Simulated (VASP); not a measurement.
## RbBr: single point with LDA

Crystal: RbBr.

```
Rb Br
1.0
     0.00000    3.42700    3.42700
     3.42700    0.00000    3.42700
     3.42700    3.42700    0.00000
Rb Br
1 1
Direct
  0.00000 0.00000 0.00000
  0.50000 0.50000 0.50000
```

| Item | Value |
| --- | --- |
| Program | VASP 6.6.1 |
| Task | single point |
| Functional | LDA |
| Potentials or basis | VASP PAW LDA potentials, release 64 (Rb_sv, Br) |
| Cutoff | 520 eV |
| k mesh | 6 × 6 × 6 |
| Occupations | fermi-dirac, width 0.05 eV |
| Spin | no spin polarisation |
| Dipole correction | no |
| Further INCAR settings | ALGO = Normal; EDIFF = 1e-06; NBANDS = 15 |

| Item | Value |
| --- | --- |
| Pressure | -1.2 GPa |
| Band gap on the k mesh | 3.96 eV, direct |

Levels at points of the mesh, in eV from the valence-band top:
| k point | band 5 | band 6 | band 7 | band 8 | band 9 | band 10 | band 11 | band 12 |
| --- | --- | --- | --- | --- | --- | --- | --- | --- |
| (0.00, 0.00, 0.00) | -8.41 | 0.00 | 0.00 | 0.00 | 3.96 | 7.03 | 7.03 | 7.03 |
| (0.50, 0.00, 0.00) | -8.37 | -1.06 | -0.38 | -0.38 | 6.46 | 7.41 | 9.26 | 9.26 |
| (0.50, 0.50, 0.00) | -8.49 | -0.50 | -0.17 | -0.17 | 5.30 | 6.80 | 8.82 | 9.06 |

Wall time 11 s on 1 thread of AMD EPYC 9R45 (Zen 5), on a shared host, peak memory 0.14 GiB.

LDA gaps usually lie below the measured ones, often by a third to a half.
